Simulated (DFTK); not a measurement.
**MgO in DFTK: the effect of functional**

Crystal: MgO.

```
Mg O
1.0
     0.00000    2.09700    2.09700
     2.09700    0.00000    2.09700
     2.09700    2.09700    0.00000
Mg O
1 1
Direct
  0.00000 0.00000 0.00000
  0.50000 0.50000 0.50000
```

The cell is a database's computed one.

Alike in all runs:

```yaml
Program: DFTK 0.8.2
Task: band structure
Potentials_or_basis: SG15 1.2 (PBE)
Cutoff: 1225 eV
k_mesh: 11 × 11 × 11
Occupations: fermi-dirac, width 0.05 eV
Spin: no spin polarisation
```

Question: One run gave: gap on the mesh 5.76 eV. Which functional did it use?
A. r2SCAN
B. PBEsol
C. BJ06
D. LDA

Answer: C.

```csv
functional,gap on the mesh (eV)
PBEsol,4.74
LDA,4.57
r2SCAN,5.66
BJ06,5.76
```

Caveats: the program leaves the constant c of mgga_x_tb09 at 1, so the potential is Becke-Johnson's (BJ06) and not Tran and Blaha's, with levels but no total energy (some runs).

A k mesh can miss the band edges.

Not every run made on this cell is shown here.
